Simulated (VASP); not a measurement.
Write the native input for VASP 6.6.1 that does the following.

```
Task                      : relaxation of the atoms
Functional                : RPBE
Potentials or basis       : VASP PAW PBE potentials, release 64 (Ni)
Cutoff                    : 520 eV
k mesh                    : 9 × 9 × 1
Occupations               : fermi-dirac, width 0.05 eV
Spin                      : collinear spin, ferromagnetic start
Starting moments          : [1.0] μB
Dipole correction         : yes
Atoms held fixed (from 0) : [0]
Further INCAR settings    : ALGO = Normal; EDIFF = 1e-07; IBRION = 2; EDIFFG = -0.01; NSW = 60
```

The structure of Ni lies in POSCAR:

```
Ni
1.0
    2.2591100000      0.0000000000      0.0000000000
    0.0000000000      2.2591100000      0.0000000000
    0.0000000000      0.0000000000     23.8000000000
Ni
1
Selective dynamics
Direct
    0.5000000000      0.5000000000      0.2941200000  F F F
```

The cell was built by a generator and needn't be a form met in nature.

One way to write it, as run:

INCAR

```
ALGO     = Normal         # electronic algorithm
DIPOL    = 0.5 0.5 0.294
EDIFF    = 1E-7           # SCF threshold, eV
EDIFFG   = -0.01          # ionic threshold
ENCUT    = 520            # plane-wave cutoff, eV
GGA      = RP             # functional
IBRION   = 2              # ionic algorithm
IDIPOL   = 3            
ISIF     = 2              # what is computed and relaxed
ISMEAR   = -1             # smearing method
ISPIN    = 2              # spin polarisation
LASPH    = T              # aspherical terms in the spheres
LCHARG   = F              # write CHGCAR
LDIPOL   = T            
LMAXMIX  = 4              # l up to which the mixer works
LORBIT   = 11             # projections on sites
LREAL    = F              # projectors in reciprocal space
LWAVE    = F              # write WAVECAR
MAGMOM   = 1              # initial moments
NELM     = 150            # most SCF steps
NSW      = 60             # ionic steps
PREC     = Accurate       # precision mode
SIGMA    = 0.05           # smearing width, eV
```

KPOINTS

```
k-points
0
Gamma
  9 9 1
```

Potentials or basis: VASP PAW PBE potentials, release 64 (Ni).

Launch:

```console
$ cat potpaw_PBE.64/Ni/POTCAR > POTCAR
$ mpirun -np 1 vasp_std > vasp.out
```

It gave:

```yaml
Band_gap_on_the_k_mesh: none (metal or under the smearing width)
Net_moment: 0.82 μB per cell
Site_moments: Ni +0.85 μB
Valence_electrons_inside_the_program's_atomic_spheres: Ni 9.15
```

Caveat: the relaxation stopped at its first step, so nothing moved.

Run time: 67 s on 1 thread of Intel(R) Xeon(R) 6975P-C (Granite Rapids) (shared host), peak memory 0.27 GiB.
